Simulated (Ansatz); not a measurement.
Cubic perovskite LaAlO3 (cubic high-temperature phase), treated with PBEsol in Ansatz (PAW).

Settings: plane-wave cutoff 520 eV, 10×10×10 k mesh, Fermi–Dirac smearing 0.01 eV, scalar-relativistic PAW data made under PBE.

Pressure at four volumes; x = ln(V/10.731 Å³). One pressure is withheld.

```csv
V (Å³/atom),x,P (GPa)
10.087,-0.0619,?
10.302,-0.0408,9.25
10.731,0.0000,0.01
11.375,0.0583,-10.68
```

Pass a parabola P(x) through the three rows shown, estimate the bulk modulus and its pressure derivative near zero pressure, and predict the withheld pressure.

Slopes between the rows: (0.01 − (9.25))/(0.0000 − (-0.0408)) = -226.47 and (-10.68 − (0.01))/(0.0583 − (0.0000)) = -183.36 GPa. Their difference over the span 0.0991 is c = 43.11/0.0991 = 435.0 GPa, so P(x) = 9.25 + (-226.47)(x − (-0.0408)) + 435.0 (x − (-0.0408))(x − (0.0000)). At the middle row B = −dP/dx = −[-226.47 + 435.0 × 0.0408] = 208.7 GPa, and B′ = dB/dP = 2c/B = 4.2. At x = -0.0619 the parabola gives 14.60 GPa; the run gives 14.66 GPa. The Birch–Murnaghan fit to the energies at all volumes has B0 = 208 GPa and B′ = 4.3.

Measured, for comparison: bulk modulus 215 ± 4 GPa (room temperature, not corrected to a static lattice, cubic phase above 14 GPa, extrapolated to zero pressure; as tabulated in Guennou et al. (2011), arXiv:1105.1276). Computed less measured: bulk modulus -3.3 %.

Note: the relaxation could not lower the start's symmetry, so the cell can be a saddle point above a distorted one.

Spin–orbit coupling is not included.

Ansatz is a quantum-chemistry and plane-wave program.
